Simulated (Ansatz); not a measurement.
## Strain and the gap of NaH (CsCl type)

NaH (CsCl type), relaxed with r2SCAN in the plane-wave code Ansatz. The symmetry is Pm-3m (No. 221, cubic); conventional cell a = 2.932 Å, 12.61 Å³ an atom. Na has 8 H at 2.54 Å; H has 8 Na at 2.54 Å.

The axes x, y and z are those of this cell:
```
CELL_PARAMETERS angstrom
2.93239 0.00000 0.00000
0.00000 2.93239 0.00000
0.00000 0.00000 2.93239
ATOMIC_POSITIONS crystal
Na 0.00000 0.00000 0.00000
H 0.50000 0.50000 0.50000
```

Unstrained: The PBE gap is indirect, 1.035 eV (R to X), below the direct gap of 4.505 eV at X. The r2SCAN gap is indirect, 1.596 eV (R to X), below the direct gap of 5.161 eV at X. The HSE06 gap is indirect, 1.881 eV (R to X), below the direct gap of 5.719 eV at X. Meshes: PBE 8×8×8, r2SCAN 8×8×8, HSE06 6×6×6. Strains are changes of length per length. After each strain the atoms were relaxed again with r2SCAN within the symmetry that the strain leaves, so tilts or polar shifts that break it weren't tested; points keep the names that they have in the unstrained zone. No spin polarisation. The prototype was imposed, so other structures may be more stable.

Changes of the least gap in eV (an overlap counts as a negative gap):
```csv
strain,volume change (%),space group,PBE,r2SCAN,HSE06,"energy rise, r2SCAN (meV/atom)"
uniaxial +4.31 % along [111],+4.3,R-3m,+0.019,+0.015,+0.011,1.1
uniaxial +0.4 % along x,+0.4,P4/mmm,-0.026,-0.026,-0.027,0.1
uniaxial -4.74 % along z,-4.7,P4/mmm,-0.173,-0.172,-0.164,10.0
```

Uniaxial +4.31 % along [111], other directions held. HSE06: the gap goes from 1.881 to 1.892 eV (+0.011 eV). Stress change with r2SCAN, compression positive: xx -0.95, yy -0.95, zz -0.95, xy +0.19, xz +0.19, yz +0.19 GPa.

Uniaxial +0.4 % along x, other directions held. HSE06: the gap goes from 1.881 to 1.854 eV (-0.027 eV). Stress change with r2SCAN, compression positive: xx -0.42, yy +0.06, zz +0.06 GPa.

Uniaxial -4.74 % along z, other directions held. HSE06: the gap goes from 1.881 to 1.717 eV (-0.164 eV). Stress change with r2SCAN, compression positive: xx -0.71, yy -0.71, zz +5.53 GPa.

The meshes of the hybrids are coarse, so their gaps aren't converged to the digits shown.
